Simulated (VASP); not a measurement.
# Y (P6_3/mmc) in VASP: notebook, part 2 of 2

VASP 6.6.1.

### Step 6. Single point, PBEsol

INCAR

```
SYSTEM = Y
PREC = Accurate ; ENCUT = 450
EDIFF = 1E-6 ; ISMEAR = -1
SIGMA = 0.4 ; LREAL = .FALSE.
LASPH = .TRUE. ; NELM = 100
ALGO = Normal ; ISIF = 2
LWAVE = .FALSE. ; LCHARG = .FALSE.
GGA = PS ; ADDGRID = .FALSE.
```

KPOINTS

```
regular mesh
0
G
  12 12 7
  0 0 0
```

POSCAR

```
Y
1.0
    3.6474000000      0.0000000000      0.0000000000
   -1.8237000000      3.1587410578      0.0000000000
    0.0000000000      0.0000000000      5.7306000000
Y
2
Direct
    0.6666666667      0.3333333333      0.7500000000
    0.3333333333      0.6666666667      0.2500000000
```

Potentials or basis: VASP PAW PBE potentials, release 64 (Y_sv).

Command:

```sh
cat potpaw_PBE.64/Y_sv/POTCAR > POTCAR
mpirun -np 1 vasp_std > vasp.out
```

OUTCAR:

```text
SYSTEM = Y
   PREC = Accurate
   ENCUT = 450
   EDIFF = 1E-6
   ISMEAR = -1
   LREAL = .FALSE.
   LASPH = .TRUE.
   NELM = 100
   ISIF = 2
   GGA = PS

 Found     76 irreducible k-points:

 Following reciprocal coordinates:
            Coordinates               Weight
  0.000000  0.000000  0.000000      1.000000
  0.083333  0.000000  0.000000      6.000000
  0.166667  0.000000  0.000000      6.000000
  0.250000  0.000000  0.000000      6.000000
  0.333333  0.000000  0.000000      6.000000
  0.416667  0.000000  0.000000      6.000000
   k-points           NKPTS =     76   k-points in BZ     NKDIM =     76   number of bands    NBANDS=     15
   number of dos      NEDOS =    301   number of ions     NIONS =      2
   total plane-waves  NPLWV =  31360
   dimension x,y,z NGX =    28 NGY =   28 NGZ =   40
   dimension x,y,z NGXF=    56 NGYF=   56 NGZF=   80
   ions per type =               2
   NGX,Y,Z   is equivalent  to a cutoff of  12.76, 12.76, 11.60 a.u.
   NGXF,Y,Z  is equivalent  to a cutoff of  25.52, 25.52, 23.21 a.u.
 SYSTEM =  Y
   PREC   = accura    normal or accurate (medium, high low for compatibility)
   ISTART =      0    job   : 0-new  1-cont  2-samecut
   ICHARG =      2    charge: 1-file 2-atom 10-const
   ISPIN  =      1    spin polarized calculation?
   LNONCOLLINEAR =      F non collinear calculations
   LSORBIT =      F    spin-orbit coupling
   LASPH  =      T    aspherical Exc in radial PAW
   ENCUT  =  450.0 eV  33.07 Ry    5.75 a.u.   6.31  6.31  9.91*2*pi/ulx,y,z
   NELM   =    100;   NELMIN=  2; NELMDL= -5     # of ELM steps
   EDIFF  = 0.1E-05   stopping-criterion for ELM
   LREAL  =      F    real-space projection
   EDIFFG = 0.1E-04   stopping-criterion for IOM
   NSW    =      0    number of steps for IOM
   IBRION =     -1    ionic relax: 0-MD 1-quasi-New 2-CG
   NFREE  =      0    steps in history (QN), initial steepest desc. (CG)
   ISIF   =      2    stress and relaxation
   ISYM   =      2    0-nonsym 1-usesym 2-fastsym
   POTIM  = 0.5000    time-step for ionic-motion
   TEBEG  =    0.0;   TEEND  =   0.0 temperature during run
   PSTRESS=    0.0 pullay stress
   NELECT =      22.0000    total number of electrons
   NUPDOWN=      -1.0000    fix difference up-down
   EMIN   =  10.00;   EMAX   =-10.00  energy-range for DOS
   EFERMI =   0.00;   METHOD = LEGACY
   ISMEAR =    -1;   SIGMA  =   0.40  broadening in eV -4-tet -1-fermi 0-gaus
   EFERMI_NEDOS =   21; number of points for ismear=-14 and -15
   IALGO  =     38    algorithm
   IMIX   =      4    mixing-type and parameters
     AMIX     =   0.40;   BMIX     =  1.00
     AMIX_MAG =   1.60;   BMIX_MAG =  1.00
  volume/ion in A,a.u.               =      33.01       222.77
  Fermi-wavevector in a.u.,A,eV,Ry     =   1.134967  2.144777 17.526345  1.288150
  Thomas-Fermi vector in A             =   2.271671
   LORBIT       =      0    0 simple, 1 ext, 2 COOP (PROOUT), +10 PAW based schemes
   GGA     = PS    functional components
   LHFCALC =     F    Hartree Fock is set to
   AEXX    =    0.0000 exact exchange contribution
   IVDW    =     0    specifies the selected vdW correction
   LEPSILON=     F    determine dielectric tensor
   LRPA    =     F    only Hartree local field effects (RPA)
 non-spin polarized calculation
  energy-cutoff  :      450.00
  volume of cell :       66.02
 maximum number of plane-waves:      1446
 NGX is ok and might be reduce to    28
   NGX = 13   NGY = 13   NGZ = 19

 number of electron      22.0000000 magnetization

 Free energy of the ion-electron system (eV)
  ---------------------------------------------------
  ext. energy  EPLUGINS =         0.00000000
  ---------------------------------------------------
  free energy    TOTEN  =       -14.43450545 eV

  energy without entropy =      -12.91961436  energy(sigma->0) =      -13.67705990

 E-fermi :   2.8733     XC(G=0):  -9.5077

 val. band max:        2.8624011213   @ k =   0.3333   0.0833   0.4286
 cond. band min:       2.8736996420   @ k =   0.4167   0.0833   0.4286
 fundamental gap:      0.0112985207
 Fermi energy:         2.8732971380

 k-point     1 :       0.0000    0.0000    0.0000
  band No.  band energies     occupation
      1     -39.6858      2.00000
      2     -39.6133      2.00000
      3     -19.9918      2.00000
      4     -19.5101      2.00000
      5     -19.5101      2.00000
      6     -19.4214      2.00000
      7     -19.4214      2.00000
      8     -19.3971      2.00000
      9      -1.8274      1.99998
     10       1.0114      1.98114
     11       3.7390      0.20601
     12       4.6259      0.02470
     13       4.6259      0.02470
     14       4.9089      0.01225
     15       5.2270      0.00555

 k-point     2 :       0.0833    0.0000    0.0000
  band No.  band energies     occupation
      1     -39.6823      2.00000
      2     -39.6121      2.00000
      3     -19.9794      2.00000
      4     -19.5351      2.00000
      5     -19.5186      2.00000
      6     -19.4478      2.00000
      7     -19.4247      2.00000
      8     -19.4028      2.00000
      9      -1.6798      1.99998
     10       1.1513      1.97336
     11       3.5902      0.28560
     12       4.2662      0.05964
     13       4.7631      0.01759
     14       5.0528      0.00857
     15       5.1826      0.00620

 k-point     3 :       0.1667    0.0000    0.0000
  band No.  band energies     occupation
      1     -39.6728      2.00000
      2     -39.6089      2.00000
      3     -19.9442      2.00000
      4     -19.6038      2.00000
      5     -19.5412      2.00000
      6     -19.5182      2.00000
      7     -19.4342      2.00000
      8     -19.4201      2.00000
      9      -1.2565      1.99993
     10       1.5251      1.93354
     11       3.2218      0.58998
     12       3.7249      0.21263
     13       4.6848      0.02136
     14       5.0964      0.00769
     15       5.1674      0.00644

 k-point     4 :       0.2500    0.0000    0.0000
  band No.  band energies     occupation
      1     -39.6591      2.00000
      2     -39.6051      2.00000
      3     -19.8910      2.00000
      4     -19.6980      2.00000
      5     -19.6107      2.00000
      6     -19.5707      2.00000
      7     -19.4488      2.00000
      8     -19.4483      2.00000
      9      -0.6169      1.99968
     10       1.9445      1.82138
     11       2.7859      1.10881
     12       3.2539      0.55714
     13       4.3753      0.04573
     14       4.7484      0.01825
     15       4.8681      0.01356

 k-point     5 :       0.3333    0.0000    0.0000
  band No.  band energies     occupation
      1     -39.6442      2.00000
      2     -39.6025      2.00000
      3     -19.8280      2.00000
      4     -19.7924      2.00000
      5     -19.6992      2.00000
      6     -19.5992      2.00000
      7     -19.4870      2.00000
      8     -19.4632      2.00000
      9       0.1345      1.99788
     10       2.0460      1.77556
     11       2.4043      1.52722
     12       2.9955      0.84843
     13       4.4294      0.04006
     14       4.4793      0.03545
     15       4.5881      0.02712

 k-point     6 :       0.4167    0.0000    0.0000
  band No.  band energies     occupation
      1     -39.6318      2.00000
      2     -39.6021      2.00000
      3     -19.8614      2.00000
      4     -19.7691      2.00000
      5     -19.7620      2.00000
      6     -19.6194      2.00000
      7     -19.5277      2.00000
      8     -19.4744      2.00000
      9       0.8332      1.98788
     10       1.8577      1.85366
     11       2.1501      1.71822
     12       2.8403      1.04128
     13       4.3117      0.05340
     14       4.4075      0.04226
     15       4.7621      0.01764

 [... further k-points ...]

------------------------ aborting loop because EDIFF is reached ----------------------------------------

  FORCE on cell =-STRESS in cart. coord.  units (eV):
  Direction    XX          YY          ZZ          XY          YZ          ZX
  --------------------------------------------------------------------------------------
  -------------------------------------------------------------------------------------
  Total       -0.4546412     -0.4546412     -0.0670644      0.0000000      0.0000000      0.0000000
  in kB      -11.0327008    -11.0327008     -1.6274405      0.0000000      0.0000000      0.0000000
  external PRESSURE =      -7.8976140 kB  Pullay stress =       0.0000000 kB

 VOLUME and BASIS-vectors are now :
 -----------------------------------------------------------------------------
  energy-cutoff  :      450.00
  volume of cell :       66.02
      direct lattice vectors                 reciprocal lattice vectors
     3.647400000  0.000000000  0.000000000     0.274167900  0.158290911  0.000000000
    -1.823700000  3.158741058  0.000000000     0.000000000  0.316581822  0.000000000
     0.000000000  0.000000000  5.730600000     0.000000000  0.000000000  0.174501797

 POSITION                                       TOTAL-FORCE (eV/Angst)
 -----------------------------------------------------------------------------------
      1.82370      1.05291      4.29795        -0.000000      0.000000      0.000000
     -0.00000      2.10583      1.43265         0.000000     -0.000000      0.000000
 -----------------------------------------------------------------------------------
    total drift:                               -0.000000      0.000000     -0.000000

  FREE ENERGIE OF THE ION-ELECTRON SYSTEM (eV)
  ---------------------------------------------------
  free  energy   TOTEN  =       -14.4345054460 eV

  energy  without entropy=      -12.9196143567  energy(sigma->0) =      -13.67705990
```

OSZICAR:

```text
N       E                     dE             d eps       ncg     rms          rms(c)
DAV:   1     0.808239484355E+02    0.80824E+02   -0.10841E+04  2280   0.125E+03
DAV:   2    -0.732153863498E+01   -0.88145E+02   -0.87060E+02  2791   0.269E+02
DAV:   3    -0.147545996690E+02   -0.74331E+01   -0.73457E+01  4380   0.466E+01
DAV:   4    -0.148773694309E+02   -0.12277E+00   -0.12251E+00  2490   0.704E+00
DAV:   5    -0.148815260712E+02   -0.41566E-02   -0.41512E-02  3327   0.892E-01    0.336E+01
DAV:   6    -0.145154758157E+02    0.36605E+00   -0.45936E-01  2294   0.475E+00    0.208E+01
DAV:   7    -0.144472482417E+02    0.68228E-01   -0.86797E-01  2945   0.597E+00    0.170E+00
DAV:   8    -0.144351820320E+02    0.12066E-01   -0.16834E-01  2749   0.270E+00    0.105E+00
DAV:   9    -0.144344366290E+02    0.74540E-03   -0.46797E-03  3250   0.485E-01    0.429E-01
DAV:  10    -0.144345466578E+02   -0.11003E-03   -0.16244E-03  2471   0.419E-01    0.293E-01
DAV:  11    -0.144345075591E+02    0.39099E-04   -0.11343E-04  3292   0.105E-01    0.245E-02
DAV:  12    -0.144345035299E+02    0.40292E-05   -0.20880E-05  2812   0.444E-02    0.214E-02
DAV:  13    -0.144345053045E+02   -0.17745E-05   -0.58513E-06  2672   0.248E-02    0.182E-03
DAV:  14    -0.144345054460E+02   -0.14158E-06   -0.37513E-07  1448   0.291E-03
   1 F= -.14434505E+02 E0= -.13677060E+02  d E =-.151489E+01
```

Wall time 60 s (1 thread of Intel Xeon Platinum 8488C (Sapphire Rapids), shared host); peak memory 0.22 GiB.

The run converged, but some of its settings lie outside the range that counts as converged, so its numbers aren't taken as properties of the crystal.

Results:

```
Free energy            : -14.4345 eV
Pressure               : -0.8 GPa
Band gap on the k mesh : none (metal or under the smearing width)
```

Caveat: the PAW data sets were made with another functional, which shifts forces and pressure a little.

### Step 7. The reference run

An earlier run on the cell as given: functional PBE; potentials or basis VASP PAW PBE potentials, release 64 (Y_sv); cutoff 520 eV; k mesh 8 × 8 × 5; occupations fermi-dirac, width 0.05 eV; no spin polarisation.

- Pressure: -0.2 GPa
- Band gap on the k mesh: none (metal or under the smearing width)
